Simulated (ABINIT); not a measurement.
## Ti: single point with PBEsol

Crystal: Ti.

```xyz
1
Lattice="-1.6410 1.6410 1.6410 1.6410 -1.6410 1.6410 1.6410 1.6410 -1.6410" Properties=species:S:1:pos:R:3 pbc="T T T"
Ti    0.0000    0.0000    0.0000
```

This isn't the form of Ti at room conditions, which is hcp.

```yaml
Program: ABINIT 10.8.3 (patched build)
Task: single point
Functional: PBEsol
Potentials_or_basis: PseudoDojo NC SR PBEsol v0.4 stringent
Cutoff: 1143 eV
k_mesh: 11 × 11 × 11
Occupations: fermi-dirac, width 0.05 eV
Spin: no spin polarisation
```

| Quantity | Value |
| --- | --- |
| Pressure | -6.7 GPa |
| Band gap on the k mesh | none (metal or under the smearing width) |
| Valence electrons inside the program's atomic spheres | Ti 9.52 (radii [1.0584] Å) |

Levels at points of the mesh, in eV from the Fermi level:
```
           k point  band 2  band 3  band 4  band 5  band 6  band 7  band 8  band 9  band 10
(0.00, 0.00, 0.00)  -32.28  -32.28  -32.28   -5.90    0.99    0.99    0.99    2.73     2.73
```

It took 30 s on 1 thread of Arm Neoverse N1, on a shared host, peak memory 0.07 GiB.
